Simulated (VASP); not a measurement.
# Al in VASP: relaxation of the atoms with PBE

Aim: the relaxation of the atoms of Al with PBE.

Everything below comes from runs of VASP 6.6.1. Logs are shortened: lines on timing, memory, paths and dates and some standing lists are left out, and cuts for length are marked.

## Step 1: The structure

The cell holds a slab with vacuum, 4 atoms: a = 2.912 Å, b = 2.912 Å, c = 26.033 Å, α = 90.00°, β = 90.00°, γ = 90.00°.

The cell was built by a generator and needn't be a form met in nature.

## Step 2: Relaxation of the atoms, PBE

Input file INCAR:

```
SYSTEM = Al
  ALGO = Normal
  DIPOL = 0.5 0.5 0.500
  EDIFF = 1E-6
  EDIFFG = -0.02
  ENCUT = 520
  GGA = PE
  IBRION = 2
  IDIPOL = 3
  ISIF = 2
  ISMEAR = 1
  KPAR = 2
  LASPH = .TRUE.
  LCHARG = .FALSE.
  LDIPOL = .TRUE.
  LREAL = .FALSE.
  LWAVE = .FALSE.
  NELM = 120
  NSW = 90
  PREC = Accurate
  SIGMA = 0.1
```

Input file KPOINTS:

```
k-points
0
G
  11 11 1
  0 0 0
```

Input file POSCAR:

```
Al
1.0
    2.9124880100      0.0000000000      0.0000000000
    0.0000000000      2.9124880100      0.0000000000
    0.0000000000      0.0000000000     26.0333183600
Al
4
Direct
    0.0000000000      0.0000000000      0.3856273700
    0.5000000000      0.5000000000      0.4618770800
    0.0000000000      0.0000000000      0.5381267900
    0.5000000000      0.5000000000      0.6143726300
```

Potentials or basis: VASP PAW PBE potentials, release 64 (Al).

Started as:

```console
> cat potpaw_PBE.64/Al/POTCAR > POTCAR
> mpirun -np 2 vasp_std > vasp.out
```

OUTCAR:

```text
SYSTEM = Al
   EDIFF = 1E-6
   EDIFFG = -0.02
   ENCUT = 520
   GGA = PE
   IBRION = 2
   ISIF = 2
   ISMEAR = 1
   LASPH = .TRUE.
   LREAL = .FALSE.
   NELM = 120
   NSW = 90
   PREC = Accurate

 ion  position               nearest neighbor table
   1  0.000  0.000  0.386-   2 2.86   2 2.86   2 2.86   2 2.86
   2  0.500  0.500  0.462-   1 2.86   3 2.86   1 2.86   3 2.86   1 2.86   3 2.86   1 2.86   3 2.86

   3  0.000  0.000  0.538-   4 2.86   4 2.86   4 2.86   4 2.86   2 2.86   2 2.86   2 2.86   2 2.86

   4  0.500  0.500  0.614-   3 2.86   3 2.86   3 2.86   3 2.86

  LATTYP: Found a simple tetragonal cell.
 ALAT       =     2.9124880100
 C/A-ratio  =     8.9385152044

  Lattice vectors:

 A1 = (   2.9124880100,   0.0000000000,   0.0000000000)
 A2 = (   0.0000000000,   2.9124880100,   0.0000000000)
 A3 = (   0.0000000000,   0.0000000000,  26.0333183600)

Analysis of symmetry for initial positions (statically):
=====================================================================
 Subroutine PRICEL returns:
 Original cell was already a primitive cell.

 Routine SETGRP: Setting up the symmetry group for a
 simple tetragonal supercell.

 Subroutine GETGRP returns: Found 16 space group operations
 (whereof  8 operations were pure point group operations)
 out of a pool of 16 trial point group operations.

The static configuration has the point symmetry C_4v.
 The point group associated with its full space group is D_4h.

Analysis of symmetry for dynamics (positions and initial velocities):
=====================================================================
 Subroutine PRICEL returns:
 Original cell was already a primitive cell.

 Routine SETGRP: Setting up the symmetry group for a
 simple tetragonal supercell.

 Subroutine GETGRP returns: Found 16 space group operations
 (whereof  8 operations were pure point group operations)
 out of a pool of 16 trial point group operations.

The dynamic configuration has the point symmetry C_4v.
 The point group associated with its full space group is D_4h.

 Subroutine INISYM returns: Found 16 space group operations
 (whereof  8 operations are pure point group operations),
 and found     1 'primitive' translations

----------------------------------------------------------------------------------------

                                     Primitive cell

  volume of cell :     220.8299

  direct lattice vectors                    reciprocal lattice vectors
     2.912488010  0.000000000  0.000000000     0.343349053  0.000000000  0.000000000
[... 112 lines left out ...]
   LHFCALC =     F    Hartree Fock is set to
   AEXX    =    0.0000 exact exchange contribution
   IVDW    =     0    specifies the selected vdW correction
   LEPSILON=     F    determine dielectric tensor
   LRPA    =     F    only Hartree local field effects (RPA)
 conjugate gradient relaxation of ions
 non-spin polarized calculation
 Methfessel and Paxton  Order N= 1 SIGMA  =   0.10
  energy-cutoff  :      520.00
  volume of cell :      220.83
 maximum number of plane-waves:      6033
 NGX is ok and might be reduce to    24
   NGX = 11   NGY = 11   NGZ = 97

--------------------------------------- Ionic step        1  -------------------------------------------

 number of electron      12.0000000 magnetization

 Free energy of the ion-electron system (eV)
  ---------------------------------------------------
  ext. energy  EPLUGINS =         0.00000000
  ---------------------------------------------------
  free energy    TOTEN  =       -13.86905597 eV

  energy without entropy =      -13.86506423  energy(sigma->0) =      -13.86772539

------------------------ aborting loop because EDIFF is reached ----------------------------------------

  FORCE on cell =-STRESS in cart. coord.  units (eV):
  Direction    XX          YY          ZZ          XY          YZ          ZX
  --------------------------------------------------------------------------------------
  -------------------------------------------------------------------------------------
  Total       -2.6885483     -2.6885483      0.8017566      0.0000000      0.0000000      0.0000000
  in kB      -19.5061073    -19.5061073      5.8169494      0.0000000      0.0000000      0.0000000
  external PRESSURE =     -11.0650884 kB  Pullay stress =       0.0000000 kB
[... 291 lines left out ...]
--------------------------------------- Ionic step        9  -------------------------------------------

 number of electron      12.0000000 magnetization

 dipolmoment           0.000000      0.000000     -0.000306 electrons x Angstroem

 Free energy of the ion-electron system (eV)
  ---------------------------------------------------
  ext. energy  EPLUGINS =         0.00000000
  ---------------------------------------------------
  free energy    TOTEN  =       -13.89676192 eV

  energy without entropy =      -13.89809705  energy(sigma->0) =      -13.89720697

 E-fermi :  -0.5346     XC(G=0):  -3.9295

 val. band max:       -0.5515896334   @ k =   0.3636   0.0909   0.0000
 cond. band min:      -0.4627277983   @ k =   0.2727   0.0909   0.0000
 fundamental gap:      0.0888618352
 Fermi energy:        -0.5346028698

 k-point     1 :       0.0000    0.0000    0.0000
  band No.  band energies     occupation
      1     -10.8778      2.00000
      2      -9.5012      2.00000
      3      -7.4938      2.00000
      4      -4.7458      2.00000
      5      -2.4367      2.00000
      6       0.9060     -0.00000
      7       2.8951      0.00000
      8       3.6967      0.00000
      9       3.9164      0.00000
     10       5.0662      0.00000
[... 248 lines left out ...]
 k-point    21 :       0.4545    0.4545    0.0000
  band No.  band energies     occupation
      1      -3.9120      2.00000
      2      -2.8863      2.00000
      3      -2.5997      2.00000
      4      -1.6541      2.00000
      5      -1.5981      2.00000
      6      -0.7016      2.03972
      7      -0.6802      2.05915
      8      -0.2481     -0.00039
      9       0.2634     -0.00000
     10       0.6851     -0.00000

------------------------ aborting loop because EDIFF is reached ----------------------------------------

 vacuum level on the upper side and lower side of the slab       (xc-potential included)        -0.011        -0.005

  FORCE on cell =-STRESS in cart. coord.  units (eV):
  Direction    XX          YY          ZZ          XY          YZ          ZX
  --------------------------------------------------------------------------------------
  -------------------------------------------------------------------------------------
  Total       -3.5673470     -3.5673470     -0.0550299      0.0000000     -0.0000000      0.0000000
  in kB      -25.8820166    -25.8820166     -0.3992557      0.0000000     -0.0000000      0.0000000
  external PRESSURE =     -17.3877630 kB  Pullay stress =       0.0000000 kB
[... 19 lines left out ...]
  FREE ENERGIE OF THE ION-ELECTRON SYSTEM (eV)
  ---------------------------------------------------
  free  energy   TOTEN  =       -13.8967619233 eV

  energy  without entropy=      -13.8980970499  energy(sigma->0) =      -13.89720697

 reached required accuracy - stopping structural energy minimisation

 vacuum level on the upper side and lower side of the slab         3.761         3.767
```

CONTCAR:

```text
Al
   1.00000000000000
     2.9124880100000001    0.0000000000000000    0.0000000000000000
     0.0000000000000000    2.9124880100000001    0.0000000000000000
     0.0000000000000000    0.0000000000000000   26.0333183599999991
  Al
     4
Direct
     1.0000000000000000    0.0000000000000000    0.3806946882691983
     0.5000000000000000    0.5000000000000000    0.4609662754894892
     0.0000000000000000    0.0000000000000000    0.5390375945105113
     0.5000000000000000    0.5000000000000000    0.6193053117308015

  0.00000000E+00  0.00000000E+00  0.00000000E+00
  0.00000000E+00  0.00000000E+00  0.00000000E+00
  0.00000000E+00  0.00000000E+00  0.00000000E+00
  0.00000000E+00  0.00000000E+00  0.00000000E+00
```

It took 3.3 min on 2 MPI ranks of Intel Xeon Platinum 8259CL at 2.50GHz (Skylake/Cascade Lake), shared host; peak memory 0.33 GiB.

What came out:

| Item | Value |
| --- | --- |
| Free energy | -13.8968 eV |
| Energy gained by relaxing | 6.9 meV/atom |
| Ionic steps | 9 |
| Largest force after relaxing | 0.012 eV/Å |
| Band gap on the k mesh | none (metal or under the smearing width) |

Forces on the atoms (eV/Å):
```
Al   0.000  0.000  0.012
Al   0.000  0.000 -0.012
Al   0.000  0.000  0.012
Al   0.000  0.000 -0.012
```

Step by step:
```tsv
step	energy change (eV)	largest force (eV/Å)	pressure (GPa)
1	0.0000	0.1335	-1.11
2	-0.0017	0.1292	-1.14
3	-0.0066	0.1242	-1.24
4	-0.0163	0.1188	-1.43
5	-0.0243	0.1232	-1.77
6	-0.0251	0.1205	-1.68
7	-0.0274	0.0291	-1.76
8	-0.0274	0.0282	-1.76
9	-0.0277	0.0122	-1.74
```

Final structure:
```xyz
4
Lattice="2.9125 0.0000 0.0000 0.0000 2.9125 0.0000 0.0000 0.0000 26.0333" Properties=species:S:1:pos:R:3 pbc="T T T"
Al    2.9125    0.0000    9.9107
Al    1.4562    1.4562   12.0005
Al    0.0000    0.0000   14.0329
Al    1.4562    1.4562   16.1226
```
